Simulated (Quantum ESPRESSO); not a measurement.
**HfN under changes of volume**

One of the cells (11.482 Å³/atom); the others are scaled copies at fixed shape and fractional positions:

```xyz
2
Lattice="0.0000 2.2560 2.2560 2.2560 0.0000 2.2560 2.2560 2.2560 0.0000" Properties=species:S:1:pos:R:3 pbc="T T T"
Hf    0.0000    0.0000    0.0000
N     2.2560    2.2560    2.2560
```

| Property | Result |
| --- | --- |
| Program | Quantum ESPRESSO 7.5 |
| Functional | PBEsol |
| Potentials or basis | PseudoDojo 0.4.1 SR PBEsol standard |
| Cutoff | 1143 eV |
| Density cutoff | 4572 eV |
| k mesh | 10 × 10 × 10 |
| Occupations | fermi-dirac, width 0.05 eV |
| Spin | no spin polarisation |

```csv
volume (Å³/atom),energy over the lowest point (meV/atom),pressure (GPa)
10.793,27.49,16.6
11.023,8.88,9.5
11.252,?,?
11.482,0.00,-2.8
11.712,7.84,-8.0
11.941,22.76,-12.7
12.171,44.05,-16.9
```

Q: What does the run at 11.252 Å³/atom give?

A: Energy over the lowest point 0.05 meV/atom; pressure 3.0 GPa.

Worked out: A Birch-Murnaghan fit of order 3 (a polynomial in V^(-2/3)) to the other rows has its minimum at 11.37 Å³/atom with B0 = V·E''(V) = 287 GPa and B' = 4.3. It gives 0.07 meV/atom at 11.252 Å³/atom, against the run's 0.05, and -dE/dV = 3.0 GPa, against 3.0.

Energies are extrapolated to zero smearing.
